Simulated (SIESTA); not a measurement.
Crystal: I.

```
I
1.0
     3.63503   -2.39502    0.00000
     3.63503    2.39502    0.00000
     0.00000    0.00000    9.79344
I
4
Direct
  0.64930 0.35070 0.38440
  0.14930 0.85070 0.11560
  0.35070 0.64930 0.61560
  0.85070 0.14930 0.88440
```

Base run:

```yaml
Program: SIESTA 5.4.2
Functional: PBE
Potentials_or_basis: PseudoDojo 0.4 standard (PBE files)
Basis: DZP (energy shift 0.003 Ry)
Grid_cutoff: 500 Ry
Energy_shift: 0.003 Ry
k_mesh: 7 × 7 × 3
Occupations: fermi-dirac, width 0.05 eV
Spin: no spin polarisation
```

Its results: band gap on the k mesh 1.18 eV, indirect (least direct gap 1.28 eV); pressure 2.2 GPa; largest force 1.375 eV/Å.

Problem. The run is repeated on the same cell with these changes: functional from PBE to BLYP. What comes out?

Solution. Band gap on the k mesh 1.21 eV, indirect (least direct gap 1.31 eV); pressure 4.4 GPa; largest force 1.659 eV/Å.

BLYP binds less tightly than PBE, so the same cell stands under more pressure.

Caveats: spin-orbit coupling is left out, which moves the levels of the heavy elements; the basis of atomic orbitals isn't converged, which shifts pressures, moduli and gaps; an odd mesh through Γ misses points on the zone boundary, where band edges often lie (some runs); forces of over 1 eV/Å show positions far from the minimum, so gaps and moduli don't describe the material at rest (some runs); the potentials were made for another functional, which shifts forces and pressure (some runs).

Not every run made on this cell is shown here.
